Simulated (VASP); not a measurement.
# Co in VASP: further runs

One wire, Co, is run at these levels: PBE; tasks: single point.

All numbers are computed with VASP 6.6.1; they aren't measurements. Logs are shortened: lines on timing, memory, paths and dates and some standing lists are left out, and cuts for length are marked.

### Step 1. The structure

The cell holds a wire with vacuum, 2 atoms: a = 10.000 Å, b = 9.300 Å, c = 2.303 Å, α = 90.00°, β = 90.00°, γ = 90.00°.

### Step 2. Single point, PBE, collinear spin, typed start

File INCAR:

```
SYSTEM = Co
  PREC = Accurate
  ENCUT = 520
  EDIFF = 1E-6
  ISMEAR = 0
  SIGMA = 0.05
  LREAL = .False.
  LASPH = .True.
  NELM = 150
  ALGO = Normal
  ISIF = 2
  LWAVE = .False.
  LCHARG = .False.
  ISPIN = 2
  MAGMOM = 1.99 1.99
  LORBIT = 11
  LMAXMIX = 4
  GGA = PE
  NBANDS = 20
```

File KPOINTS:

```
regular mesh
0
Gamma
  1 1 16
  0 0 0
```

File POSCAR:

```
Co
1.0
   10.0000000000      0.0000000000      0.0000000000
    0.0000000000      9.3000000000      0.0000000000
    0.0000000000      0.0000000000      2.3029780335
Co
2
Direct
    0.4024837146      0.5000000000      0.0000000000
    0.5975162854      0.5000000000      0.5000000000
```

Potentials or basis: VASP PAW PBE potentials, release 64 (Co).

Run with:

```bash
> cat potpaw_PBE.64/Co/POTCAR > POTCAR
> mpirun -np 1 vasp_std > vasp.out
```

OUTCAR:

```text
SYSTEM = Co
   PREC = Accurate
   ENCUT = 520
   EDIFF = 1E-6
   ISMEAR = 0
   LREAL = .False.
   LASPH = .True.
   NELM = 150
   ISIF = 2
   ISPIN = 2
   LORBIT = 11
   GGA = PE

 ion  position               nearest neighbor table
   1  0.402  0.500  0.000-   2 2.26   2 2.26
   2  0.598  0.500  0.500-   1 2.26   1 2.26

  LATTYP: Found a simple orthorhombic cell.
 ALAT       =     2.3029780335
 B/A-ratio  =     4.0382495468
 C/A-ratio  =     4.3422038137

  Lattice vectors:

 A1 = (   0.0000000000,   0.0000000000,  -2.3029780335)
 A2 = (   0.0000000000,   9.3000000000,   0.0000000000)
 A3 = (  10.0000000000,   0.0000000000,   0.0000000000)

Analysis of symmetry for initial positions (statically):
=====================================================================
 Subroutine PRICEL returns:
 Original cell was already a primitive cell.

 Routine SETGRP: Setting up the symmetry group for a
 simple orthorhombic supercell.

 Subroutine GETGRP returns: Found  8 space group operations
 (whereof  4 operations were pure point group operations)
 out of a pool of  8 trial point group operations.

The static configuration has the point symmetry C_2v.
 The point group associated with its full space group is D_2h.

Analysis of symmetry for dynamics (positions and initial velocities):
=====================================================================
 Subroutine PRICEL returns:
 Original cell was already a primitive cell.

 Routine SETGRP: Setting up the symmetry group for a
 simple orthorhombic supercell.

 Subroutine GETGRP returns: Found  8 space group operations
 (whereof  4 operations were pure point group operations)
 out of a pool of  8 trial point group operations.

The dynamic configuration has the point symmetry C_2v.
 The point group associated with its full space group is D_2h.

Analysis of structural, dynamic, and magnetic symmetry:
=====================================================================
 Subroutine PRICEL returns:
 Original cell was already a primitive cell.

 Routine SETGRP: Setting up the symmetry group for a
 simple orthorhombic supercell.

 Subroutine GETGRP returns: Found  8 space group operations
 (whereof  4 operations were pure point group operations)
 out of a pool of  8 trial point group operations.

The overall configuration has the point symmetry C_2v.
 The point group associated with its full space group is D_2h.

 Subroutine INISYM returns: Found  8 space group operations
 (whereof  4 operations are pure point group operations),
 and found     1 'primitive' translations

----------------------------------------------------------------------------------------

                                     Primitive cell

  volume of cell :     214.1770

  direct lattice vectors                    reciprocal lattice vectors
    10.000000000  0.000000000  0.000000000     0.100000000  0.000000000  0.000000000
     0.000000000  9.300000000  0.000000000     0.000000000  0.107526882  0.000000000
     0.000000000  0.000000000  2.302978034     0.000000000  0.000000000  0.434220381

  length of vectors
    10.000000000  9.300000000  2.302978034     0.100000000  0.107526882  0.434220381

  position of ions in fractional coordinates (direct lattice)
     0.402483715  0.500000000  0.000000000
     0.597516285  0.500000000  0.500000000

  ion indices of the primitive-cell ions
   primitive index   ion index
                 1           1
                 2           2

----------------------------------------------------------------------------------------

 KPOINTS: regular mesh

Automatic generation of k-mesh.
 Grid dimensions read from file:
 generate k-points for:    1    1   16

 Generating k-lattice:

  Cartesian coordinates                     Fractional coordinates (reciprocal lattice)
     0.100000000  0.000000000  0.000000000     1.000000000  0.000000000  0.000000000
     0.000000000  0.107526882  0.000000000     0.000000000  1.000000000  0.000000000
     0.000000000  0.000000000  0.027138774     0.000000000  0.000000000  0.062500000

  Length of vectors
     0.100000000  0.107526882  0.027138774

  Shift w.r.t. Gamma in fractional coordinates (k-lattice)
     0.000000000  0.000000000  0.000000000

 Subroutine IBZKPT returns following result:
 ===========================================

 Found      9 irreducible k-points:

 Following reciprocal coordinates:
            Coordinates               Weight
  0.000000  0.000000  0.000000      1.000000
  0.000000  0.000000  0.062500      2.000000
  0.000000  0.000000  0.125000      2.000000
  0.000000  0.000000  0.187500      2.000000
  0.000000  0.000000  0.250000      2.000000
  0.000000  0.000000  0.312500      2.000000
  0.000000  0.000000  0.375000      2.000000
  0.000000  0.000000  0.437500      2.000000
  0.000000  0.000000  0.500000      1.000000
   k-points           NKPTS =      9   k-points in BZ     NKDIM =      9   number of bands    NBANDS=     20
   number of dos      NEDOS =    301   number of ions     NIONS =      2
   total plane-waves  NPLWV = 100800
   dimension x,y,z NGX =    80 NGY =   70 NGZ =   18
   dimension x,y,z NGXF=   160 NGYF=  140 NGZF=   36
   ions per type =               2
   NGX,Y,Z   is equivalent  to a cutoff of  13.30, 12.51, 12.99 a.u.
   NGXF,Y,Z  is equivalent  to a cutoff of  26.60, 25.03, 25.99 a.u.
 SYSTEM =  Co
   PREC   = accura    normal or accurate (medium, high low for compatibility)
   ISTART =      0    job   : 0-new  1-cont  2-samecut
   ICHARG =      2    charge: 1-file 2-atom 10-const
   ISPIN  =      2    spin polarized calculation?
   LNONCOLLINEAR =      F non collinear calculations
   LSORBIT =      F    spin-orbit coupling
   LASPH  =      T    aspherical Exc in radial PAW
   ENCUT  =  520.0 eV  38.22 Ry    6.18 a.u.  18.59 17.29  4.28*2*pi/ulx,y,z
   NELM   =    150;   NELMIN=  2; NELMDL= -5     # of ELM steps
   EDIFF  = 0.1E-05   stopping-criterion for ELM
   LREAL  =      F    real-space projection
   EDIFFG = 0.1E-04   stopping-criterion for IOM
   NSW    =      0    number of steps for IOM
   IBRION =     -1    ionic relax: 0-MD 1-quasi-New 2-CG
   NFREE  =      0    steps in history (QN), initial steepest desc. (CG)
   ISIF   =      2    stress and relaxation
   ISYM   =      2    0-nonsym 1-usesym 2-fastsym
   POTIM  = 0.5000    time-step for ionic-motion
   TEBEG  =    0.0;   TEEND  =   0.0 temperature during run
   PSTRESS=    0.0 pullay stress
   NELECT =      18.0000    total number of electrons
   NUPDOWN=      -1.0000    fix difference up-down
   EMIN   =  10.00;   EMAX   =-10.00  energy-range for DOS
   EFERMI =   0.00;   METHOD = LEGACY
   ISMEAR =     0;   SIGMA  =   0.05  broadening in eV -4-tet -1-fermi 0-gaus
   EFERMI_NEDOS =   21; number of points for ismear=-14 and -15
   IALGO  =     38    algorithm
   IMIX   =      4    mixing-type and parameters
     AMIX     =   0.40;   BMIX     =  1.00
     AMIX_MAG =   1.60;   BMIX_MAG =  1.00
  volume/ion in A,a.u.               =     107.09       722.67
  Fermi-wavevector in a.u.,A,eV,Ry     =   0.717092  1.355107  6.996397  0.514221
  Thomas-Fermi vector in A             =   1.805682
   LORBIT       =     11    0 simple, 1 ext, 2 COOP (PROOUT), +10 PAW based schemes
   GGA     = PE    functional components
   LHFCALC =     F    Hartree Fock is set to
   AEXX    =    0.0000 exact exchange contribution
   IVDW    =     0    specifies the selected vdW correction
   LEPSILON=     F    determine dielectric tensor
   LRPA    =     F    only Hartree local field effects (RPA)
 spin polarized calculation
 Gauss-broadening in eV      SIGMA  =   0.05
  energy-cutoff  :      520.00
  volume of cell :      214.18
 maximum number of plane-waves:      5827
 NGX is ok and might be reduce to    80
   NGX = 37   NGY = 35   NGZ =  9

 number of electron      17.9999999 magnetization       3.9999188

 Free energy of the ion-electron system (eV)
  ---------------------------------------------------
  ext. energy  EPLUGINS =         0.00000000
  ---------------------------------------------------
  free energy    TOTEN  =        -9.49302776 eV

  energy without entropy =       -9.48737985  energy(sigma->0) =       -9.49020381

 E-fermi :  -2.7181     XC(G=0):  -2.9918

 val. band max:       -2.7202371530   @ k =   0.0000   0.0000   0.0625
 cond. band min:      -2.6802151152   @ k =   0.0000   0.0000   0.4375
 fundamental gap:      0.0400220378
 Fermi energy:        -2.7181139840

 spin component 1

 k-point     1 :       0.0000    0.0000    0.0000
  band No.  band energies     occupation
      1      -8.0939      1.00000
      2      -7.3319      1.00000
      3      -6.0428      1.00000
      4      -5.5247      1.00000
      5      -5.4193      1.00000
      6      -4.7446      1.00000
[... 12 lines left out ...]
     19       2.6552      0.00000
     20       3.5618      0.00000
[... 162 lines left out ...]
 k-point     9 :       0.0000    0.0000    0.5000
  band No.  band energies     occupation
      1      -6.7960      1.00000
      2      -6.7960      1.00000
      3      -6.0988      1.00000
      4      -6.0988      1.00000
      5      -4.5979      1.00000
      6      -4.5979      1.00000
[... 12 lines left out ...]
     19       8.3706      0.00000
     20       8.3706      0.00000
 Fermi energy:        -2.7181139840

 spin component 2

 k-point     1 :       0.0000    0.0000    0.0000
  band No.  band energies     occupation
      1      -7.6942      1.00000
      2      -6.1536      1.00000
      3      -4.4051      1.00000
      4      -3.9576      1.00000
      5      -3.7499      1.00000
      6      -2.8903      1.00000
[... 12 lines left out ...]
     19       2.8117      0.00000
     20       3.7477      0.00000
[... 162 lines left out ...]
 k-point     9 :       0.0000    0.0000    0.5000
  band No.  band energies     occupation
      1      -5.3611      1.00000
      2      -5.3611      1.00000
      3      -4.4999      1.00000
      4      -4.4999      1.00000
      5      -2.5196      0.00000
      6      -2.5196      0.00000
[... 12 lines left out ...]
     19       8.4264      0.00000
     20       8.4264      0.00000

------------------------ aborting loop because EDIFF is reached ----------------------------------------

  FORCE on cell =-STRESS in cart. coord.  units (eV):
  Direction    XX          YY          ZZ          XY          YZ          ZX
  --------------------------------------------------------------------------------------
  -------------------------------------------------------------------------------------
  Total        0.0038481      0.0562050     -0.0003184      0.0000000      0.0000000      0.0000000
  in kB        0.0287865      0.4204483     -0.0023820      0.0000000      0.0000000      0.0000000
  external PRESSURE =       0.1489509 kB  Pullay stress =       0.0000000 kB

 VOLUME and BASIS-vectors are now :
 -----------------------------------------------------------------------------
  energy-cutoff  :      520.00
  volume of cell :      214.18
      direct lattice vectors                 reciprocal lattice vectors
    10.000000000  0.000000000  0.000000000     0.100000000  0.000000000  0.000000000
     0.000000000  9.300000000  0.000000000     0.000000000  0.107526882  0.000000000
     0.000000000  0.000000000  2.302978034     0.000000000  0.000000000  0.434220381

 POSITION                                       TOTAL-FORCE (eV/Angst)
 -----------------------------------------------------------------------------------
      4.02484      4.65000      0.00000         0.043006      0.000000      0.000000
      5.97516      4.65000      1.15149        -0.043006      0.000000      0.000000
 -----------------------------------------------------------------------------------
    total drift:                                0.000000     -0.000000      0.000000

  FREE ENERGIE OF THE ION-ELECTRON SYSTEM (eV)
  ---------------------------------------------------
  free  energy   TOTEN  =        -9.4930277606 eV

  energy  without entropy=       -9.4873798504  energy(sigma->0) =       -9.49020381

 total charge

# of ion       s       p       d       tot
------------------------------------------
    1        0.521   0.265   7.281   8.066
    2        0.521   0.265   7.281   8.066
--------------------------------------------------
tot          1.042   0.529  14.561  16.133

 magnetization (x)

# of ion       s       p       d       tot
------------------------------------------
    1        0.022  -0.004   1.893   1.911
    2        0.022  -0.004   1.893   1.911
--------------------------------------------------
tot          0.045  -0.008   3.785   3.822
```

Run time: 2.1 min. Hardware: 1 thread of Intel Xeon Platinum 8488C (Sapphire Rapids), shared host; peak memory 0.39 GiB.

Results:

```
Free energy                                           : -9.4930 eV
Largest force                                         : 0.043 eV/Å
Band gap on the k mesh                                : none (metal or under the smearing width)
Net moment                                            : 4.00 μB per cell
Site moments                                          : Co +1.91 μB
Valence electrons inside the program's atomic spheres : Co 8.07
```

Forces in eV/Å, atoms in the order of the input:
```
Co   0.043  0.000  0.000
Co  -0.043  0.000  0.000
```

Levels at points of the mesh, in eV from the Fermi level:
Spin up:
| k point | band 7 | band 8 | band 9 | band 10 | band 11 | band 12 | band 13 | band 14 | band 15 | band 16 |
| --- | --- | --- | --- | --- | --- | --- | --- | --- | --- | --- |
| (0.00, 0.00, 0.00) | -2.01 | -1.94 | -1.30 | -1.04 | -0.91 | -0.61 | 0.95 | 1.66 | 3.85 | 4.03 |
| (0.00, 0.00, 0.50) | -1.77 | -1.77 | -1.09 | -1.09 | 3.15 | 3.15 | 6.92 | 6.92 | 8.54 | 8.54 |
Spin down:
| k point | band 6 | band 7 | band 8 | band 9 | band 10 | band 11 |
| --- | --- | --- | --- | --- | --- | --- |
| (0.00, 0.00, 0.00) | -0.17 | -0.17 | 0.05 | 0.11 | 0.69 | 0.99 |
| (0.00, 0.00, 0.50) | 0.20 | 0.21 | 0.21 | 0.61 | 0.61 | 3.68 |

### Step 3. Single point, PBE, collinear spin, typed start

This run uses another cell than the first one, of 183.29 Å³/atom, 1.712 times its volume.

File INCAR:

```
SYSTEM = Co
PREC = Accurate
ENCUT = 520
EDIFF = 1E-7
ISMEAR = 0
SIGMA = 0.05
LREAL = .False.
LASPH = .True.
NELM = 150
ALGO = Fast
ISIF = 2
LWAVE = .False.
LCHARG = .False.
ISPIN = 2
MAGMOM = 1.99 1.99
LORBIT = 11
LMAXMIX = 4
GGA = PE
NBANDS = 20
```

KPOINTS is that of step 2.

File POSCAR:

```
Co
1.0
   10.0000000000      0.0000000000      0.0000000000
    0.0000000000      9.3000000000      0.0000000000
    0.0000000000      0.0000000000      3.9417647638
Co
2
Direct
    0.4507279405      0.5000000000      0.0000000000
    0.5492720595      0.5000000000      0.5000000000
```

Potentials or basis: VASP PAW PBE potentials, release 64 (Co).

Run with:

```bash
> cat potpaw_PBE.64/Co/POTCAR > POTCAR
> mpirun -np 1 vasp_std > vasp.out
```

Run time: 4.7 min. Hardware: 1 thread of Intel Xeon Platinum 8488C (Sapphire Rapids), shared host; peak memory 0.56 GiB.

Results (log left out):

| Quantity | Value |
| --- | --- |
| Free energy | -8.3356 eV |
| Largest force | 0.211 eV/Å |
| Band gap on the k mesh | none (metal or under the smearing width) |
| Net moment | 4.12 μB per cell |
| Site moments | Co +2.02 μB |
| Valence electrons inside the program's atomic spheres | Co 7.92 |

Forces on the atoms (eV/Å):
```
Co  -0.211  0.000  0.000
Co   0.211  0.000  0.000
```

Levels at points of the mesh, in eV from the Fermi level:
Spin up:
| k point | band 7 | band 8 | band 9 | band 10 | band 11 | band 12 | band 13 | band 14 | band 15 | band 16 |
| --- | --- | --- | --- | --- | --- | --- | --- | --- | --- | --- |
| (0.00, 0.00, 0.00) | -2.34 | -1.79 | -1.68 | -1.52 | -1.19 | 0.99 | 1.63 | 3.34 | 4.29 | 5.10 |
| (0.00, 0.00, 0.50) | -1.82 | -1.82 | -1.35 | -1.35 | -0.24 | -0.24 | 3.58 | 3.58 | 4.43 | 4.43 |
Spin down:
| k point | band 4 | band 5 | band 6 | band 7 | band 8 | band 9 | band 10 | band 11 |
| --- | --- | --- | --- | --- | --- | --- | --- | --- |
| (0.00, 0.00, 0.00) | -1.01 | -0.88 | -0.14 | 0.04 | 0.05 | 0.11 | 0.33 | 0.77 |
| (0.00, 0.00, 0.50) | -1.02 | -0.64 | -0.64 | -0.17 | -0.17 | 0.63 | 0.63 | 1.20 |
